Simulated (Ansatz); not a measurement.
I:

```xyz
1
Lattice="-1.6175 1.6175 4.2648 1.6175 -1.6175 4.2648 1.6175 1.6175 -4.2648" Properties=species:S:1:pos:R:3 pbc="T T T"
I     0.0000    0.0000    0.0000
```

```yaml
Program: Ansatz 0.2.0
Task: relaxation of cell and atoms
Functional: PBE
Dispersion: D3(BJ)
Potentials_or_basis: Ansatz PAW
Cutoff: "420 eV (not typed: the program's choice for these potentials)"
k_mesh: 11 × 11 × 11
Occupations: fermi-dirac, width 0.05 eV
Spin: no spin polarisation
```

At the start: volume 44.63 Å³/atom.

Problem. Where does the relaxation end?

Solution. It ends after 6 steps and the volume is 37.53 Å³/atom (-15.9 %); space group I4/mmm (No. 139, to 0.05 Å).

Step by step:
| step | energy change (eV) | largest force (eV/Å) | volume (Å³) |
| --- | --- | --- | --- |
| 1 | 0.0000 | 0.0000 | 44.63 |
| 2 | -0.0113 | 0.0000 | 42.75 |
| 3 | -0.0264 | 0.0000 | 40.25 |
| 4 | -0.0362 | 0.0000 | 38.16 |
| 5 | -0.0373 | 0.0000 | 37.53 |
| 6 | -0.0368 | 0.0000 | 37.53 |

Final structure:
```xyz
1
Lattice="-1.6002 1.6002 3.6640 1.6002 -1.6002 3.6640 1.6002 1.6002 -3.6640" Properties=species:S:1:pos:R:3 pbc="T T T"
I     0.0000    0.0000    0.0000
```

Caveat: the volume moved by over 15 % at a fixed basis, so the end points are rough; the plane-wave basis is chosen anew once the cell has moved, so the energies of steps on either side of that aren't comparable; an odd number of electrons without spin polarisation forces a metal; a magnetic or distorted state may lie lower; pairwise dispersion overbinds metals, which lowers pressure and volume.
